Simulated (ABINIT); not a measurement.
# Cu (Fm-3m) in ABINIT: single point with LDA

Aim: the single point of Cu with LDA.

All numbers are computed with ABINIT 10.8.3 (patched build); they aren't measurements. Logs are shortened: lines on timing, memory, paths and dates and some standing lists are left out, and cuts for length are marked. The log counts tension as positive stress, the text compression.

### 1 The undisturbed crystal

Symmetry: Fm-3m, No. 225, cubic system. Conventional cell: a = 3.615 Å, b = 3.615 Å, c = 3.615 Å, α = 90.00°, β = 90.00°, γ = 90.00°. Around Cu (site symmetry m-3m) lie 12 Cu at 2.56 Å.

### 2 Single point, LDA (cell relaxed)

File run.abi:

```
pp_dirpath "./"
pseudos "Cu.upf"

acell 2.4865546998 2.4865546998 2.4865546998 Angstrom
rprim
     0.0000000000     0.7071067812     0.7071067812
     0.7071067812     0.0000000000     0.7071067812
     0.7071067812     0.7071067812     0.0000000000
ntypat 1
znucl 29
natom 1
typat 1
xred
     0.0000000000     0.0000000000     0.0000000000
chkprim 0
chksymtnons 0
tolsym 1.0e-6

ecut 42.0

kptopt 1
ngkpt 10 10 10
nshiftk 1
shiftk 0.0 0.0 0.0

ixc 7

nband 14
occopt 3
tsmear 0.05 eV

nstep 100
tolvrs 1.0e-10

iomode 3
prtwf 0
prteig 0
prtebands 0
enunit 1
prtden 1
prtvha 1
prtvclmb 1
prtpot 1
prtelf 1
```

Potentials or basis: PseudoDojo NC SR LDA v0.4.1 standard.

The run is started by

```
$ mpirun --bind-to none -np 4 abinit run.abi > log 2>&1
```

run.abo:

```text
.Version 10.8.3 of ABINIT
 Symmetries : space group Fm -3 m (#225); Bravais cF (face-center cubic)
================================================================================
 Values of the parameters that define the memory need of the present run
     intxc =       0    ionmov =       0      iscf =       7    lmnmax =       6
     lnmax =       6     mgfft =      30  mpssoang =       3    mqgrid =    3001
     natom =       1  nloc_mem =       1    nspden =       1   nspinor =       1
    nsppol =       1      nsym =      48    n1xccc =    2501    ntypat =       1
    occopt =       3   xclevel =       1
       mpw =         966          nfft =       27000          nkpt =          47
================================================================================
================================================================================

--------------------------------------------------------------------------------
------------- Echo of variables that govern the present computation ------------
--------------------------------------------------------------------------------
 -outvars: echo values of preprocessed input variables --------
            acell      4.6989073797E+00  4.6989073797E+00  4.6989073797E+00 Bohr
              amu      6.35460000E+01
          chkprim           0
      chksymtnons           0
             ecut      4.20000000E+01 Hartree
           enunit           1
              ixc           7
         kptrlatt       10    0    0      0   10    0      0    0   10
          kptrlen      4.69890738E+01
            natom           1
            nband          14
            ngfft          30      30      30
             nkpt          47
            nstep         100
             nsym          48
           ntypat           1
           occopt           3
        prtebands           0
           prteig           0
           prtelf           1
           prtpot           1
         prtvclmb           1
           prtvha           1
            prtwf           0
            rprim      0.0000000000E+00  7.0710678120E-01  7.0710678120E-01
                       7.0710678120E-01  0.0000000000E+00  7.0710678120E-01
                       7.0710678120E-01  7.0710678120E-01  0.0000000000E+00
          spgroup         225
           tolsym      1.00000000E-06
           tolvrs      1.00000000E-10
           tsmear      1.83746611E-03 Hartree
            typat      1
            znucl       29.00000

================================================================================

 chkinp: Checking input parameters for consistency.

================================================================================
== DATASET  1 ==================================================================

--- !DatasetInfo
iteration_state: {dtset: 1, }
dimensions: {natom: 1, nkpt: 47, mband: 14, nsppol: 1, nspinor: 1, nspden: 1, mpw: 966, }
cutoff_energies: {ecut:  42.0, pawecutdg:  -1.0, }
electrons: {nelect:   1.90000000E+01, charge:   0.00000000E+00, occopt:   3.00000000E+00, tsmear:   1.83746611E-03, }
meta: {optdriver: 0, ionmov: 0, optcell: 0, iscf: 7, paral_kgb: 0, }
...

 Exchange-correlation functional for the present dataset will be:
  LDA: Perdew-Wang 92 LSD fit to Ceperley-Alder data - ixc=7
  J.P.Perdew and Y.Wang, PRB 45, 13244 (1992)

 Real(R)+Recip(G) space primitive vectors, cartesian coordinates (Bohr,Bohr^-1):
 R(1)=  0.0000000  3.3226293  3.3226293  G(1)= -0.1504832  0.1504832  0.1504832
 R(2)=  3.3226293  0.0000000  3.3226293  G(2)=  0.1504832 -0.1504832  0.1504832
 R(3)=  3.3226293  3.3226293  0.0000000  G(3)=  0.1504832  0.1504832 -0.1504832
 Unit cell volume ucvol=  7.3362759E+01 bohr^3
 Angles (23,13,12)=  6.00000000E+01  6.00000000E+01  6.00000000E+01 degrees

 getcut: wavevector=  0.0000  0.0000  0.0000  ngfft=  30  30  30
         ecut(hartree)=     42.000   => boxcut(ratio)=   2.19087

--- Pseudopotential description ------------------------------------------------
- pspini: atom type   1  psp file is ./Cu.upf
12 -1012 2 -1 1456                            pspcod,pspxc,lmax,lloc,mmax
     nproj     2     2     2

   4.13404248E+02                                ecore*ucvol(ha*bohr**3)
--------------------------------------------------------------------------------

================================================================================

--- !BeginCycle
iteration_state: {dtset: 1, }
solver: {iscf: 7, nstep: 100, nline: 4, wfoptalg: 0, }
tolerances: {tolvrs: 1.00E-10, }
...

     iter   Etot(hartree)      deltaE(h)  residm     vres2
 ETOT  1  -189.31862883359    -1.893E+02 3.581E-01 2.496E+02
 ETOT  2  -189.30194003668     1.669E-02 9.663E-03 5.477E+02
 ETOT  3  -189.46164392194    -1.597E-01 4.131E-03 4.641E-01
 ETOT  4  -189.46185013393    -2.062E-04 4.511E-04 1.451E-02
 ETOT  5  -189.46185284761    -2.714E-06 8.774E-05 1.147E-03
 ETOT  6  -189.46185307481    -2.272E-07 9.097E-05 2.216E-06
 ETOT  7  -189.46185307534    -5.233E-10 2.229E-05 1.607E-07
 ETOT  8  -189.46185307537    -3.149E-11 3.039E-05 1.631E-10
 ETOT  9  -189.46185307537    -8.242E-13 8.820E-06 2.893E-12

 At SCF step    9       vres2   =  2.89E-12 < tolvrs=  1.00E-10 =>converged.

 Compute ELF
--------------------------------------------------------------------------------

 Compute kinetic energy density

 Compute gradient of the electron density
 Electron Localization Function (ELF) [min:0;max:1]
)     Maximum=    7.5062E-01  at reduced coord.    0.1333    0.8667    0.9000
)     Minimum=    2.0041E-02  at reduced coord.    0.0000    0.0000    0.0000
   Integrated=    1.9449E+01

--------------------------------------------------------------------------------
 End of ELF section

 Cartesian components of stress tensor (hartree/bohr^3)
  sigma(1 1)=  6.78239566E-05  sigma(3 2)=  0.00000000E+00
  sigma(2 2)=  6.78239566E-05  sigma(3 1)=  0.00000000E+00
  sigma(3 3)=  6.78239566E-05  sigma(2 1)=  0.00000000E+00

--- !ResultsGS
iteration_state: {dtset: 1, }
comment   : Summary of ground state results
lattice_vectors:
- [  0.0000000,   3.3226293,   3.3226293, ]
- [  3.3226293,   0.0000000,   3.3226293, ]
- [  3.3226293,   3.3226293,   0.0000000, ]
lattice_lengths: [   4.69891,    4.69891,    4.69891, ]
lattice_angles: [ 60.000,  60.000,  60.000, ] # degrees, (23, 13, 12)
lattice_volume:   7.3362759E+01
convergence: {deltae: -8.242E-13, res2:  2.893E-12, residm:  8.820E-06, diffor: null, }
etotal    :  -1.89461853E+02
entropy   :   0.00000000E+00
fermie    :   3.93425237E-01
cartesian_stress_tensor: # hartree/bohr^3
- [  6.78239566E-05,   0.00000000E+00,   0.00000000E+00, ]
- [  0.00000000E+00,   6.78239566E-05,   0.00000000E+00, ]
- [  0.00000000E+00,   0.00000000E+00,   6.78239566E-05, ]
pressure_GPa:  -1.9954E+00
xred      :
- [  0.0000E+00,   0.0000E+00,   0.0000E+00, Cu]
cartesian_forces: # hartree/bohr
- [ -0.00000000E+00,  -0.00000000E+00,  -0.00000000E+00, ]
force_length_stats: {min:   0.00000000E+00, max:   0.00000000E+00, mean:   0.00000000E+00, }
...

 Integrated electronic density in atomic spheres:
 ------------------------------------------------
 Atom  Sphere_radius  Integrated_density
    1        2.00000         17.42776374
================================================================================

 ----iterations are completed or convergence reached----

 Mean square residual over all n,k,spin=   14.917E-09; max=  88.196E-07
 reduced coordinates (array xred) for    1 atoms
       0.000000000000      0.000000000000      0.000000000000
 rms dE/dt=  0.0000E+00; max dE/dt=  0.0000E+00; dE/dt below (all hartree)
    1       0.000000000000      0.000000000000      0.000000000000

 cartesian coordinates (angstrom) at end:
    1      0.00000000000000     0.00000000000000     0.00000000000000

 cartesian forces (hartree/bohr) at end:
    1     -0.00000000000000    -0.00000000000000    -0.00000000000000
 frms,max,avg= 0.0000000E+00 0.0000000E+00   0.000E+00  0.000E+00  0.000E+00 h/b

 cartesian forces (eV/Angstrom) at end:
    1     -0.00000000000000    -0.00000000000000    -0.00000000000000
 frms,max,avg= 0.0000000E+00 0.0000000E+00   0.000E+00  0.000E+00  0.000E+00 e/A
 length scales=  4.698907379711  4.698907379711  4.698907379711 bohr
              =  2.486554699800  2.486554699800  2.486554699800 angstroms
 Fermi (or HOMO) energy (eV) =  10.70565   Average Vxc (eV)= -14.40795
 Eigenvalues (   eV  ) for nkpt=  47  k points:
 kpt#   1, nband= 14, wtk=  0.00100, kpt=  0.0000  0.0000  0.0000 (reduced coord)
-101.18494  -58.94927  -58.94927  -58.94927    0.68568    7.50933    7.50933    7.50933
   8.49013    8.49013   34.19170   37.23799   37.23799   37.23799
 prteigrs : prtvol=0 or 1, do not print more k-points.

--- !EnergyTerms
iteration_state     : {dtset: 1, }
comment             : Components of total free energy in Hartree
kinetic             :  8.68244918037008E+01
hartree             :  5.40701770882139E+01
xc                  : -2.30505617564607E+01
Ewald energy        : -1.24535049884414E+02
psp_core            :  5.63506952213771E+00
local_psp           : -1.54878388331960E+02
non_local_psp       : -3.35274101635709E+01
internal            : -1.89461671722353E+02
'-kT*entropy'       : -1.81353016382375E-04
total_energy        : -1.89461853075370E+02
total_energy_eV     : -5.15551966291319E+03
band_energy         : -1.74117416229214E+01
...

 Cartesian components of stress tensor (hartree/bohr^3)
  sigma(1 1)=  6.78239566E-05  sigma(3 2)=  0.00000000E+00
  sigma(2 2)=  6.78239566E-05  sigma(3 1)=  0.00000000E+00
  sigma(3 3)=  6.78239566E-05  sigma(2 1)=  0.00000000E+00

-Cartesian components of stress tensor (GPa)         [Pressure= -1.9954E+00 GPa]
- sigma(1 1)=  1.99544970E+00  sigma(3 2)=  0.00000000E+00
- sigma(2 2)=  1.99544970E+00  sigma(3 1)=  0.00000000E+00
- sigma(3 3)=  1.99544970E+00  sigma(2 1)=  0.00000000E+00

== END DATASET(S) ==============================================================
================================================================================

 -outvars: echo values of variables after computation  --------
            acell      4.6989073797E+00  4.6989073797E+00  4.6989073797E+00 Bohr
           etotal     -1.8946185308E+02
            fcart     -0.0000000000E+00 -0.0000000000E+00 -0.0000000000E+00
            rprim      0.0000000000E+00  7.0710678120E-01  7.0710678120E-01
                       7.0710678120E-01  0.0000000000E+00  7.0710678120E-01
                       7.0710678120E-01  7.0710678120E-01  0.0000000000E+00
           strten      6.7823956649E-05  6.7823956649E-05  6.7823956649E-05
                       0.0000000000E+00  0.0000000000E+00  0.0000000000E+00
 Calculation completed.
```

Run time: 5.8 s. Hardware: 4 MPI ranks of Arm Neoverse V1, shared host; peak memory 0.28 GiB.

What came out:

| Item | Value |
| --- | --- |
| Free energy | -5155.5197 eV |
| Band gap on the k mesh | none (metal or under the smearing width) |
| Valence electrons inside the program's atomic spheres | Cu 17.43 (radii [1.0584] Å) |

Levels at points of the mesh, in eV from the Fermi level:
```
           k point  band 8  band 9  band 10  band 11  band 12  band 13
(0.00, 0.00, 0.00)   -3.20   -2.22    -2.22    23.49    26.53    26.53
(0.50, 0.00, 0.00)   -1.56   -1.56    -1.22     4.23    21.94    23.25
(0.50, 0.50, 0.00)   -1.40   -1.40     1.42     7.78    13.67    13.67
```

Caveat: the cutoff is too short for stress, so the log's stress isn't used.
